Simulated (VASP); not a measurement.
# Si3C (R3m) in VASP: single point with PBEsol

Aim: the single point of Si3C with PBEsol.

Everything below comes from runs of VASP 6.6.1. Logs are shortened: lines on timing, memory, paths and dates and some standing lists are left out, and cuts for length are marked.

### 1 The structure

Symmetry: R3m, No. 160, trigonal system. Conventional cell: a = 3.517 Å, b = 3.517 Å, c = 17.232 Å, α = 90.00°, β = 90.00°, γ = 120.00°. Around C (site symmetry 3m) lie 4 Si at 2.15 Å. Si (site symmetry 3m) is surrounded by 4 Si at 2.15 Å. Si (site symmetry 3m) is surrounded by 1 C at 2.15 Å and 3 Si at 2.15 Å. Si (site symmetry 3m) is surrounded by 3 C at 2.15 Å and 1 Si at 2.15 Å.

The cell comes from a database or a generator and needn't be the stable form of this composition.

### 2 Single point, PBEsol

Contents of INCAR:

```
SYSTEM = Si3C
PREC = Accurate ; ENCUT = 520
EDIFF = 1E-6 ; ISMEAR = 0
SIGMA = 0.1 ; LREAL = .FALSE.
LASPH = .TRUE. ; NELM = 100
ALGO = Normal ; ISIF = 2
LWAVE = .FALSE. ; LCHARG = .TRUE.
GGA = PS ; LELF = .TRUE.
LVHAR = .TRUE. ; NBANDS = 16
```

Contents of KPOINTS:

```
Automatic mesh
0
G
  6 6 6
  0 0 0
```

Contents of POSCAR:

```
Si3C
1.0
    0.0000000000     -2.4872308900     -2.4872308900
   -2.4872308900      0.0000000000     -2.4872308900
    2.4872308900      2.4872308900     -4.9744617800
C Si
1 3
Direct
    0.8750000000      0.8750000000      0.3750000000
    0.3750000000      0.3750000000      0.8750000000
    0.7500000000      0.7500000000      0.7500000000
    0.2500000000      0.2500000000      0.2500000000
```

Potentials or basis: VASP PAW PBE potentials, release 64 (C, Si).

On the command line:

```
> cat potpaw_PBE.64/C/POTCAR potpaw_PBE.64/Si/POTCAR > POTCAR
> mpirun -np 1 vasp_std > vasp.out
```

OUTCAR:

```text
SYSTEM = Si3C
   PREC = Accurate
   ENCUT = 520
   EDIFF = 1E-6
   ISMEAR = 0
   LREAL = .FALSE.
   LASPH = .TRUE.
   NELM = 100
   ISIF = 2
   GGA = PS

 ion  position               nearest neighbor table
   1  0.875  0.875  0.375-   3 2.15   4 2.15   4 2.15   4 2.15
   2  0.375  0.375  0.875-   3 2.15   4 2.15   3 2.15   3 2.15
   3  0.750  0.750  0.750-   2 2.15   2 2.15   1 2.15   2 2.15
   4  0.250  0.250  0.250-   1 2.15   1 2.15   1 2.15   2 2.15

  LATTYP: Found a trigonal (rhomboedric) cell.
 ALAT       =     6.0924465530
 COS(alpha) =     0.8333333333

  Lattice vectors:

 A1 = (   2.4872308900,   4.9744617800,  -2.4872308900)
 A2 = (   4.9744617800,   2.4872308900,  -2.4872308900)
 A3 = (   2.4872308900,   2.4872308900,  -4.9744617800)

Analysis of symmetry for initial positions (statically):
=====================================================================
 Subroutine PRICEL returns:
 Original cell was already a primitive cell.

 Routine SETGRP: Setting up the symmetry group for a
 trigonal (rhombohedral) supercell.

 Subroutine GETGRP returns: Found  6 space group operations
 (whereof  6 operations were pure point group operations)
 out of a pool of 12 trial point group operations.

The static configuration has the point symmetry C_3v.

Analysis of symmetry for dynamics (positions and initial velocities):
=====================================================================
 Subroutine PRICEL returns:
 Original cell was already a primitive cell.

 Routine SETGRP: Setting up the symmetry group for a
 trigonal (rhombohedral) supercell.

 Subroutine GETGRP returns: Found  6 space group operations
 (whereof  6 operations were pure point group operations)
 out of a pool of 12 trial point group operations.

The dynamic configuration has the point symmetry C_3v.

 Subroutine INISYM returns: Found  6 space group operations
 (whereof  6 operations are pure point group operations),
 and found     1 'primitive' translations

----------------------------------------------------------------------------------------

                                     Primitive cell

  volume of cell :      61.5472

  direct lattice vectors                    reciprocal lattice vectors
     0.000000000 -2.487230890 -2.487230890     0.100513387 -0.301540160 -0.100513387
    -2.487230890  0.000000000 -2.487230890    -0.301540160  0.100513387 -0.100513387
     2.487230890  2.487230890 -4.974461780     0.100513387  0.100513387 -0.100513387

  length of vectors
     3.517475657  3.517475657  6.092446553     0.333365190  0.333365190  0.174094292

  position of ions in fractional coordinates (direct lattice)
     0.875000000  0.875000000  0.375000000
     0.375000000  0.375000000  0.875000000
     0.750000000  0.750000000  0.750000000
     0.250000000  0.250000000  0.250000000

  ion indices of the primitive-cell ions
   primitive index   ion index
                 1           1
                 2           2
                 3           3
                 4           4

----------------------------------------------------------------------------------------

 KPOINTS: Automatic mesh

Automatic generation of k-mesh.
 Grid dimensions read from file:
 generate k-points for:    6    6    6

 Generating k-lattice:

  Cartesian coordinates                     Fractional coordinates (reciprocal lattice)
     0.016752231 -0.050256693 -0.016752231     0.166666667  0.000000000 -0.000000000
    -0.050256693  0.016752231 -0.016752231     0.000000000  0.166666667 -0.000000000
     0.016752231  0.016752231 -0.016752231     0.000000000  0.000000000  0.166666667

  Length of vectors
     0.055560865  0.055560865  0.029015715

  Shift w.r.t. Gamma in fractional coordinates (k-lattice)
     0.000000000  0.000000000  0.000000000

 Subroutine IBZKPT returns following result:
 ===========================================

 Found     32 irreducible k-points:

 Following reciprocal coordinates:
            Coordinates               Weight
  0.000000  0.000000  0.000000      1.000000
  0.166667  0.000000 -0.000000      6.000000
  0.333333  0.000000 -0.000000      6.000000
  0.500000  0.000000 -0.000000      3.000000
  0.166667  0.166667 -0.000000      6.000000
  0.333333  0.166667  0.000000     12.000000
[... 16 lines left out ...]
 -0.166667  0.500000  0.166667     12.000000
 -0.333333 -0.333333  0.166667      6.000000
 [... further k-points ...]
   k-points           NKPTS =     32   k-points in BZ     NKDIM =     32   number of bands    NBANDS=     16
   number of dos      NEDOS =    301   number of ions     NIONS =      4
   total plane-waves  NPLWV =  37632
   dimension x,y,z NGX =    28 NGY =   28 NGZ =   48
   dimension x,y,z NGXF=    56 NGYF=   56 NGZF=   96
   ions per type =               1   3
   NGX,Y,Z   is equivalent  to a cutoff of  13.23, 13.23, 13.10 a.u.
   NGXF,Y,Z  is equivalent  to a cutoff of  26.47, 26.47, 26.20 a.u.
 SYSTEM =  Si3C
   PREC   = accura    normal or accurate (medium, high low for compatibility)
   ISTART =      0    job   : 0-new  1-cont  2-samecut
   ICHARG =      2    charge: 1-file 2-atom 10-const
   ISPIN  =      1    spin polarized calculation?
   LNONCOLLINEAR =      F non collinear calculations
   LSORBIT =      F    spin-orbit coupling
   LASPH  =      T    aspherical Exc in radial PAW
   ENCUT  =  520.0 eV  38.22 Ry    6.18 a.u.   6.54  6.54 11.33*2*pi/ulx,y,z
   NELM   =    100;   NELMIN=  2; NELMDL= -5     # of ELM steps
   EDIFF  = 0.1E-05   stopping-criterion for ELM
   LREAL  =      F    real-space projection
   EDIFFG = 0.1E-04   stopping-criterion for IOM
   NSW    =      0    number of steps for IOM
   IBRION =     -1    ionic relax: 0-MD 1-quasi-New 2-CG
   NFREE  =      0    steps in history (QN), initial steepest desc. (CG)
   ISIF   =      2    stress and relaxation
   ISYM   =      2    0-nonsym 1-usesym 2-fastsym
   POTIM  = 0.5000    time-step for ionic-motion
   TEBEG  =    0.0;   TEEND  =   0.0 temperature during run
   PSTRESS=    0.0 pullay stress
   NELECT =      16.0000    total number of electrons
   NUPDOWN=      -1.0000    fix difference up-down
   EMIN   =  10.00;   EMAX   =-10.00  energy-range for DOS
   EFERMI =   0.00;   METHOD = LEGACY
   ISMEAR =     0;   SIGMA  =   0.10  broadening in eV -4-tet -1-fermi 0-gaus
   EFERMI_NEDOS =   21; number of points for ismear=-14 and -15
   IALGO  =     38    algorithm
   IMIX   =      4    mixing-type and parameters
     AMIX     =   0.40;   BMIX     =  1.00
     AMIX_MAG =   1.60;   BMIX_MAG =  1.00
  volume/ion in A,a.u.               =      15.39       103.84
  Fermi-wavevector in a.u.,A,eV,Ry     =   1.044829  1.974441 14.853052  1.091669
  Thomas-Fermi vector in A             =   2.179599
   LORBIT       =      0    0 simple, 1 ext, 2 COOP (PROOUT), +10 PAW based schemes
   GGA     = PS    functional components
   LHFCALC =     F    Hartree Fock is set to
   AEXX    =    0.0000 exact exchange contribution
   IVDW    =     0    specifies the selected vdW correction
   LEPSILON=     F    determine dielectric tensor
   LRPA    =     F    only Hartree local field effects (RPA)
 non-spin polarized calculation
 Gauss-broadening in eV      SIGMA  =   0.10
  energy-cutoff  :      520.00
  volume of cell :       61.55
 maximum number of plane-waves:      1701
 NGX is ok and might be reduce to    28
   NGX = 13   NGY = 13   NGZ = 23

 number of electron      16.0000000 magnetization

 Free energy of the ion-electron system (eV)
  ---------------------------------------------------
  ext. energy  EPLUGINS =         0.00000000
  ---------------------------------------------------
  free energy    TOTEN  =       -24.60615016 eV

  energy without entropy =      -24.60488093  energy(sigma->0) =      -24.60551555

 E-fermi :   6.6489     XC(G=0): -10.2415

 val. band max:        6.6179760752   @ k =   0.0000   0.0000   0.0000
 cond. band min:       6.6951519751   @ k =   0.5000   0.5000   0.0000
 fundamental gap:      0.0771758999
 Fermi energy:         6.6488656855

 k-point     1 :       0.0000    0.0000    0.0000
  band No.  band energies     occupation
      1      -6.8309      2.00000
      2      -4.1057      2.00000
      3      -1.2035      2.00000
      4       5.2480      2.00000
      5       5.2480      2.00000
      6       6.3716      1.99991
[... 8 lines left out ...]
     15      11.9775      0.00000
     16      15.1851      0.00000

 k-point     2 :       0.1667    0.0000   -0.0000
  band No.  band energies     occupation
      1      -6.4442      2.00000
      2      -3.8181      2.00000
      3      -0.8955      2.00000
      4       3.3145      2.00000
      5       4.6217      2.00000
      6       4.8535      2.00000
[... 8 lines left out ...]
     15      13.3737      0.00000
     16      14.6557      0.00000

 k-point     3 :       0.3333    0.0000   -0.0000
  band No.  band energies     occupation
      1      -5.3347      2.00000
      2      -3.1315      2.00000
      3      -0.6249      2.00000
      4       1.4664      2.00000
      5       2.0293      2.00000
      6       4.3010      2.00000
[... 8 lines left out ...]
     15      14.6569      0.00000
     16      14.9336      0.00000

 k-point     4 :       0.5000    0.0000   -0.0000
  band No.  band energies     occupation
      1      -4.0520      2.00000
      2      -3.3199      2.00000
      3      -0.7795      2.00000
      4       0.2036      2.00000
      5       2.5489      2.00000
      6       2.8623      2.00000
[... 8 lines left out ...]
     15      14.2537      0.00000
     16      14.9906      0.00000
[... 324 lines left out ...]
 k-point    22 :      -0.3333    0.5000    0.1667
  band No.  band energies     occupation
      1      -4.0686      2.00000
      2      -3.2312      2.00000
      3      -0.7844      2.00000
      4      -0.1738      2.00000
      5       2.4779      2.00000
      6       3.6363      2.00000
[... 8 lines left out ...]
     15      14.6282      0.00000
     16      15.4344      0.00000

 k-point    23 :      -0.1667    0.5000    0.1667
  band No.  band energies     occupation
      1      -4.0357      2.00000
      2      -3.3514      2.00000
      3      -0.8111      2.00000
      4       0.3163      2.00000
      5       2.6092      2.00000
      6       2.9806      2.00000
[... 8 lines left out ...]
     15      13.9277      0.00000
     16      15.1342      0.00000

 k-point    24 :      -0.3333   -0.3333    0.1667
  band No.  band energies     occupation
      1      -4.9128      2.00000
      2      -4.0289      2.00000
      3       0.0868      2.00000
      4       0.6866      2.00000
      5       3.4039      2.00000
      6       3.8035      2.00000
[... 8 lines left out ...]
     15      15.2228      0.00000
     16      15.5363      0.00000

 [... further k-points ...]

------------------------ aborting loop because EDIFF is reached ----------------------------------------

  FORCE on cell =-STRESS in cart. coord.  units (eV):
  Direction    XX          YY          ZZ          XY          YZ          ZX
  --------------------------------------------------------------------------------------
  -------------------------------------------------------------------------------------
  Total        1.0401981      1.0401981      1.0401981     -0.0210897      0.0210897      0.0210897
  in kB       27.0781101     27.0781101     27.0781101     -0.5490004      0.5490004      0.5490004
  external PRESSURE =      27.0781101 kB  Pullay stress =       0.0000000 kB

 VOLUME and BASIS-vectors are now :
 -----------------------------------------------------------------------------
  energy-cutoff  :      520.00
  volume of cell :       61.55
      direct lattice vectors                 reciprocal lattice vectors
     0.000000000 -2.487230890 -2.487230890     0.100513387 -0.301540160 -0.100513387
    -2.487230890  0.000000000 -2.487230890    -0.301540160  0.100513387 -0.100513387
     2.487230890  2.487230890 -4.974461780     0.100513387  0.100513387 -0.100513387

 POSITION                                       TOTAL-FORCE (eV/Angst)
 -----------------------------------------------------------------------------------
     -1.24362     -1.24362     -6.21808        -0.033174     -0.033174      0.033174
      1.24362      1.24362     -6.21808        -0.126206     -0.126206      0.126206
      0.00000      0.00000     -7.46169        -2.570865     -2.570865      2.570865
      0.00000      0.00000     -2.48723         2.730244      2.730244     -2.730244
 -----------------------------------------------------------------------------------
    total drift:                               -0.000012     -0.000012      0.000013

  FREE ENERGIE OF THE ION-ELECTRON SYSTEM (eV)
  ---------------------------------------------------
  free  energy   TOTEN  =       -24.6061501614 eV

  energy  without entropy=      -24.6048809318  energy(sigma->0) =      -24.60551555
```

Run time: 13 s. Hardware: 1 thread of Intel Xeon 6975P-C (Granite Rapids), shared host; peak memory 0.19 GiB.

What came out:

```yaml
Free_energy: -24.6062 eV
Pressure: 2.7 GPa
Largest_force: 4.729 eV/Å
Band_gap_on_the_k_mesh: 0.08 eV, indirect (least direct gap 1.08 eV)
```

Forces on the atoms (eV/Å):
```
C   -0.033 -0.033  0.033
Si  -0.126 -0.126  0.126
Si  -2.571 -2.571  2.571
Si   2.730  2.730 -2.730
```

Stress tensor (GPa, compression positive):
```
 2.71 -0.05  0.05
-0.05  2.71  0.05
 0.05  0.05  2.71
```

Levels at points of the mesh, in eV from the valence-band top:
```
           k point  band 5  band 6  band 7  band 8  band 9  band 10  band 11  band 12
(0.00, 0.00, 0.00)   -1.37   -0.25    0.00    0.00    1.08     3.26     3.26     3.40
(0.50, 0.00, 0.00)   -4.07   -3.76   -2.46   -2.34    1.40     2.18     3.95     5.72
(0.50, 0.50, 0.00)   -3.14   -3.14   -1.35   -1.29    0.08     1.20     2.73     4.00
(0.00, 0.00, 0.50)   -1.19   -1.19   -0.44   -0.44    2.13     2.76     3.68     3.68
```

Caveat: the PAW data sets were made with another functional, which shifts forces and pressure a little. A hybrid or GW would open this gap; PBEsol tends to underestimate it.
